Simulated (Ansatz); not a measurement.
## Several inputs for ZrO2 with Si replacing Zr

Cell: a supercell of ZrO2 (baddeleyite type, P2_1/c) built from a COD entry (perhaps calculated rather than measured), with all atoms left at the host's positions.

```yaml
crystal:
  lattice:
    - [-5.99646, 5.20230, 5.25516]
    - [4.30094, -5.20230, 5.25516]
    - [5.99646, 5.20230, -5.25516]
  atoms:
    - { symbol: Si, position: [0.12435, 0.24260, 0.15795] }
    - { symbol: Zr, position: [0.62435, 0.74260, 0.15795] }
    - { symbol: Zr, position: [0.62435, 0.24260, 0.65795] }
    - { symbol: Zr, position: [0.12435, 0.74260, 0.65795] }
    - { symbol: Zr, position: [0.41535, 0.50740, 0.63175] }
    - { symbol: Zr, position: [0.91535, 0.00740, 0.63175] }
    - { symbol: Zr, position: [0.91535, 0.50740, 0.13175] }
    - { symbol: Zr, position: [0.41535, 0.00740, 0.13175] }
    - { symbol: Zr, position: [0.87565, 0.75740, 0.84205] }
    - { symbol: Zr, position: [0.37565, 0.25740, 0.84205] }
    - { symbol: Zr, position: [0.37565, 0.75740, 0.34205] }
    - { symbol: Zr, position: [0.87565, 0.25740, 0.34205] }
    - { symbol: Zr, position: [0.58465, 0.49260, 0.36825] }
    - { symbol: Zr, position: [0.08465, 0.99260, 0.36825] }
    - { symbol: Zr, position: [0.08465, 0.49260, 0.86825] }
    - { symbol: Zr, position: [0.58465, 0.99260, 0.86825] }
    - { symbol: O, position: [0.61755, 0.46410, 0.60245] }
    - { symbol: O, position: [0.11755, 0.96410, 0.60245] }
    - { symbol: O, position: [0.11755, 0.46410, 0.10245] }
    - { symbol: O, position: [0.61755, 0.96410, 0.10245] }
    - { symbol: O, position: [0.13835, 0.28590, 0.40345] }
    - { symbol: O, position: [0.63835, 0.78590, 0.40345] }
    - { symbol: O, position: [0.63835, 0.28590, 0.90345] }
    - { symbol: O, position: [0.13835, 0.78590, 0.90345] }
    - { symbol: O, position: [0.38245, 0.53590, 0.39755] }
    - { symbol: O, position: [0.88245, 0.03590, 0.39755] }
    - { symbol: O, position: [0.88245, 0.53590, 0.89755] }
    - { symbol: O, position: [0.38245, 0.03590, 0.89755] }
    - { symbol: O, position: [0.86165, 0.71410, 0.59655] }
    - { symbol: O, position: [0.36165, 0.21410, 0.59655] }
    - { symbol: O, position: [0.36165, 0.71410, 0.09655] }
    - { symbol: O, position: [0.86165, 0.21410, 0.09655] }
    - { symbol: O, position: [0.33890, 0.20785, 0.20045] }
    - { symbol: O, position: [0.83890, 0.70785, 0.20045] }
    - { symbol: O, position: [0.83890, 0.20785, 0.70045] }
    - { symbol: O, position: [0.33890, 0.70785, 0.70045] }
    - { symbol: O, position: [0.49260, 0.54215, 0.88105] }
    - { symbol: O, position: [0.99260, 0.04215, 0.88105] }
    - { symbol: O, position: [0.99260, 0.54215, 0.38105] }
    - { symbol: O, position: [0.49260, 0.04215, 0.38105] }
    - { symbol: O, position: [0.66110, 0.79215, 0.79955] }
    - { symbol: O, position: [0.16110, 0.29215, 0.79955] }
    - { symbol: O, position: [0.16110, 0.79215, 0.29955] }
    - { symbol: O, position: [0.66110, 0.29215, 0.29955] }
    - { symbol: O, position: [0.50740, 0.45785, 0.11895] }
    - { symbol: O, position: [0.00740, 0.95785, 0.11895] }
    - { symbol: O, position: [0.00740, 0.45785, 0.61895] }
    - { symbol: O, position: [0.50740, 0.95785, 0.61895] }
```

Atom numbers follow the list; atoms alike are taken as one site, whose name carries the number of the first.

Reference run. Method: Kohn–Sham DFT in Ansatz, PBE, plane waves and PAW, scalar-relativistic, 420 eV cutoff, Γ-centred 3×3×3 k-points, Fermi–Dirac smearing 0.01 eV.

It gives V_zz (10²¹ V/m²) Si 0.73 (η 0.39), O33 9.46 (η 0.18), Zr7 5.47 (η 0.13), among others. Each of these runs changes the input as listed (caps on SCF iterations aside):

A. hamiltonian.xc: pbe → revpbe; scf.convergence.dr2_threshold: not typed → 1e-11
B. kpoints.mp_grid.grid: [3, 3, 3] → [4, 4, 4]; scf.mixing.algorithm: not typed → anderson; scf.mixing.beta: not typed → 0.2; scf.mixing.ndim: not typed → 8

Problem. Which of these changes matter for the gradients?

Solution. 

```csv
run,Si V_zz (η),O33 V_zz (η),Zr7 V_zz (η),"largest change of a gradient tensor, all atoms",note
A,0.73 (0.39),9.56 (0.19),5.46 (0.13),0.18,converged; another functional
B,0.73 (0.39),9.46 (0.18),5.47 (0.13),0.00,converged
```

Run A moves them most, on O39 (V_zz from 1.10 to 1.23); against its own size the tensor moves most on O43 among sites above 0.3 (by 0.17, V_zz from 0.94 to 1.07).

Run A changes hamiltonian.xc, scf.convergence.dr2_threshold together, so the table can't tell their shares apart.

On the reference run: The defect repeats with the cell of 48 atoms, so it feels its images: sites between two images don't show the values beside a lone defect, and zeros or small values of η there can come from the images' arrangement. O and Zr carry a gradient in the pure host already, so the values there aren't the defect's effect alone. Without spin–orbit coupling (the program notes it for Zr) the gradients are little affected as a rule: paired runs on crystals with a gap mostly move them by under 2 % at such atoms. The neighbours have not yet relaxed around the defect (largest force 2.9 eV/Å), so a real crystal will differ.
